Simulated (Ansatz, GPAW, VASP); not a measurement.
ZnS: 3 runs at one level of theory

```
Zn S
1.0
     0.00000    2.70200    2.70200
     2.70200    0.00000    2.70200
     2.70200    2.70200    0.00000
Zn S
1 1
Direct
  0.75000 0.75000 0.75000
  0.00000 0.00000 0.00000
```

Alike in all runs: task single point; functional PBE; k mesh 9 × 9 × 9; occupations gaussian, width 0.019 eV; no spin polarisation; no spin-orbit coupling. Pressure is positive in compression and, in plane waves, holds the error of the finite cutoff.

| program and potentials | plane-wave cutoff (eV) | notes | pressure (GPa) |
| --- | --- | --- | --- |
| VASP, PBE PAW files S, Zn, 520 eV | 520 | - | 1.76 |
| Ansatz, all-electron LAPW, scalar-relativistic | - | - | 1.61 |
| GPAW, GPAW PAW data sets (gpaw-data 1.2.1) | 600 | - | ? |

Estimate from the other rows what the run with GPAW, GPAW PAW data sets (gpaw-data 1.2.1) gave.

Pressure 1.62 GPa. The other rows, which needn't bracket it: pressure 1.61 to 1.76.
